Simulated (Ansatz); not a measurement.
# Molecular dynamics of TiO₂

Input:

```yaml
accuracy: low
crystal:
  lattice:
    - [3.965505, 0.0, 0.0]
    - [0.0, 3.965505, 0.0]
    - [0.0, 0.0, 9.967718]
  atoms:
    - { symbol: Ti, position: [0.0, 0.0, 0.0] }
    - { symbol: Ti, position: [0.0, 0.5, 0.25] }
    - { symbol: O, position: [0.0, 0.0, 0.2066] }
    - { symbol: O, position: [0.0, 0.5, 0.4566] }
    - { symbol: O, position: [0.0, 0.5, 0.0434] }
    - { symbol: O, position: [0.0, 0.0, 0.7934] }
    - { symbol: Ti, position: [0.5, 0.5, 0.5] }
    - { symbol: Ti, position: [0.5, 0.0, 0.75] }
    - { symbol: O, position: [0.5, 0.5, 0.7066] }
    - { symbol: O, position: [0.5, 0.0, 0.9566] }
    - { symbol: O, position: [0.5, 0.0, 0.5434] }
    - { symbol: O, position: [0.5, 0.5, 0.2934] }
basis:
  ecutwfc: 420.0
kpoints:
  mp_grid: { grid: [3, 3, 1] }
hamiltonian:
  xc: pbesol
  pseudopotentials: { kind: paw, azcp: { folder: soft_1 } }
scf:
  occupations: { method: fermi_dirac, width: 0.3 }
  lower_state_search: "off"
md:
  timestep: 1.12
  n_steps: 220
  ensemble: nvt_langevin
  temperature: 3500.0
  initial_velocities: maxwell_boltzmann
  seed: 883971
  friction: 0.02
```

Launched with:

```bash
$ ansatz run input.yaml --threads 1 --pin off --max-ram 3072MiB --backend cpu --events-out ev --progress --plain --runs-dir out
```

It starts from an unrelaxed structure (largest force component 0.47 eV/Å).

Output, in part (step lines):

```
md step     0: t =     0.00 fs  T =  3208.3 K  F+E_penalty+E_count = -14397.86408734 eV  E_kin = 4.976510 eV  (9 SCF iters)
md step     1: t =     1.12 fs  T =  3294.0 K  F+E_penalty+E_count = -14397.86585534 eV  E_kin = 5.109412 eV  (9 SCF iters)
md step     2: t =     2.24 fs  T =  3172.5 K  F+E_penalty+E_count = -14397.83273410 eV  E_kin = 4.920966 eV  (9 SCF iters)
md step     3: t =     3.36 fs  T =  3486.2 K  F+E_penalty+E_count = -14397.76311698 eV  E_kin = 5.407451 eV  (9 SCF iters)
md step     4: t =     4.48 fs  T =  3500.8 K  F+E_penalty+E_count = -14397.66630365 eV  E_kin = 5.430097 eV  (9 SCF iters)
md step     5: t =     5.60 fs  T =  2992.4 K  F+E_penalty+E_count = -14397.54588736 eV  E_kin = 4.641632 eV  (7 SCF iters)
md step     6: t =     6.72 fs  T =  2811.8 K  F+E_penalty+E_count = -14397.40044614 eV  E_kin = 4.361510 eV  (7 SCF iters)
md step     7: t =     7.84 fs  T =  2753.0 K  F+E_penalty+E_count = -14397.23989359 eV  E_kin = 4.270244 eV  (7 SCF iters)
[... lines left out ...]
md step   219: t =   245.28 fs  T =  2681.0 K  F+E_penalty+E_count = -14392.52983275 eV  E_kin = 4.158560 eV  (8 SCF iters)
md step   220: t =   246.40 fs  T =  2817.1 K  F+E_penalty+E_count = -14392.63493519 eV  E_kin = 4.369731 eV  (9 SCF iters)
```

The steps, from the saved trajectory:

| time (fs) | T (K) | potential energy less start (eV) |
| --- | --- | --- |
| 0 | 3208 | 0.000 |
| 7.84 | 2753 | 0.624 |
| 15.68 | 1774 | 2.160 |
| 23.52 | 1340 | 2.881 |
| 31.36 | 2006 | 2.242 |
| 39.2 | 3575 | 1.378 |
| 47.04 | 3917 | 1.997 |
| 54.88 | 3615 | 3.519 |
| 62.72 | 3485 | 3.427 |
| 70.56 | 2564 | 3.715 |
| 78.4 | 2772 | 3.847 |
| 86.24 | 3040 | 3.583 |
| 94.08 | 3759 | 3.612 |
| 101.92 | 4474 | 3.926 |
| 109.76 | 4787 | 3.186 |
| 117.6 | 4894 | 3.441 |
| 125.44 | 4236 | 4.393 |
| 133.28 | 3949 | 5.221 |
| 141.12 | 2303 | 7.265 |
| 148.96 | 2214 | 8.211 |
| 156.8 | 3153 | 7.103 |
| 164.64 | 2714 | 8.222 |
| 172.48 | 3820 | 6.918 |
| 180.32 | 3353 | 7.171 |
| 188.16 | 3763 | 7.458 |
| 196 | 2650 | 7.900 |
| 203.84 | 3596 | 6.353 |
| 211.68 | 4763 | 4.975 |
| 219.52 | 3517 | 5.310 |
| 227.36 | 4072 | 5.510 |
| 235.2 | 4526 | 4.413 |
| 243.04 | 3093 | 5.209 |

All steps were run. A run of 0.25 ps of so small a system gives no equilibrium averages. Limits of this set-up: coarse k mesh, PAW files made for another functional, low accuracy level.

Mean squared displacements from the first frame to the last, about the centre of mass: Ti 0.20 Å², O 0.29 Å².

Last frame:

```xyz
12
Lattice="3.9655 0.0000 0.0000 0.0000 3.9655 0.0000 0.0000 0.0000 9.9677" Properties=species:S:1:pos:R:3
Ti 0.586 -0.057 0.360
Ti -0.292 2.255 2.811
O -0.138 -0.120 2.978
O 0.142 2.851 5.330
O 0.250 2.157 0.953
O 0.347 0.560 8.564
Ti 2.374 2.306 5.380
Ti 2.499 0.527 8.025
O 2.564 2.628 8.105
O 2.467 0.438 10.332
O 2.858 0.645 6.489
O 1.965 2.153 3.552
```

Time of the run: 19 min on 1 thread of Arm Neoverse V1, with other jobs on the host, peak memory 0.4 GiB.
